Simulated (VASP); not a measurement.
Crystal: Cu.

```
CELL_PARAMETERS angstrom
-1.45399 1.46431 1.37398
1.44871 -1.46799 1.37231
1.42515 1.43915 -1.37783
ATOMIC_POSITIONS crystal
Cu 0.00000 0.00000 0.00000
```

This isn't the form of Cu at room conditions, which is fcc.

The cell isn't the ideal one: cell sheared at random, sigma 0.01, atoms nudged by 0.01 Å.

```yaml
Program: VASP 6.6.1
Task: relaxation of cell and atoms
Functional: PBE
Potentials_or_basis: VASP PAW PBE potentials, release 64 (Cu)
Cutoff: 600 eV
k_mesh: 13 × 13 × 13
Occupations: methfessel-paxton, width 0.1 eV
Spin: no spin polarisation
```

At the start: pressure 8.1 GPa; volume 11.46 Å³/atom.

Q: How do energy, volume and symmetry change on relaxing?

A: Over 29 steps the energy falls by 44.9 meV/atom and the volume is 11.98 Å³/atom (+4.6 %); space group I4/mmm (No. 139, to 0.05 Å).

The path:
| step | energy change (eV) | largest force (eV/Å) | pressure (GPa) | volume (Å³) |
| --- | --- | --- | --- | --- |
| 1 | 0.0000 | 0.0000 | 8.07 | 11.46 |
| 2 | -0.0118 | 0.0000 | -3.83 | 12.44 |
| 3 | -0.0160 | 0.0000 | -0.15 | 12.09 |
| 4 | -0.0160 | 0.0000 | -0.30 | 12.10 |
| 5 | -0.0166 | 0.0000 | -0.20 | 12.09 |
| 6 | -0.0170 | 0.0000 | 0.25 | 12.05 |
| 7 | -0.0171 | 0.0000 | 0.14 | 12.07 |
| 8 | -0.0175 | 0.0000 | 0.06 | 12.07 |
| 9 | -0.0190 | 0.0000 | 0.15 | 12.06 |
| 10 | -0.0209 | 0.0000 | 0.16 | 12.06 |
| 11 | -0.0206 | 0.0000 | 0.59 | 12.02 |
| 12 | -0.0210 | 0.0000 | 0.53 | 12.03 |
| 13 | -0.0228 | 0.0000 | 0.30 | 12.04 |
| 14 | -0.0272 | 0.0000 | -0.06 | 12.06 |
| 15 | -0.0345 | 0.0000 | -0.62 | 12.08 |
| 16 | -0.0402 | 0.0000 | -0.51 | 12.05 |
| 17 | -0.0412 | 0.0000 | -0.91 | 12.08 |
| 18 | -0.0422 | 0.0000 | -0.90 | 12.07 |
| 19 | -0.0422 | 0.0000 | -0.88 | 12.07 |
| 20 | -0.0436 | 0.0000 | -0.26 | 12.01 |
| 21 | -0.0443 | 0.0000 | 0.57 | 11.94 |
| 22 | -0.0443 | 0.0000 | 0.61 | 11.93 |
| 23 | -0.0447 | 0.0000 | 0.14 | 11.97 |
| 24 | -0.0448 | 0.0000 | -0.34 | 12.01 |
| 25 | -0.0449 | 0.0000 | -0.12 | 11.99 |
| 26 | -0.0449 | 0.0000 | 0.03 | 11.98 |
| 27 | -0.0449 | 0.0000 | 0.37 | 11.95 |
| 28 | -0.0449 | 0.0000 | 0.16 | 11.97 |
| 29 | -0.0449 | 0.0000 | 0.02 | 11.98 |

Final structure:
```
Cu
1.0
    -1.29737    1.79439    1.28816
     1.29797   -1.79382    1.29179
     1.28328    1.80281   -1.29013
Cu
1
Cartesian
  0.0000 0.0000 0.0000
```
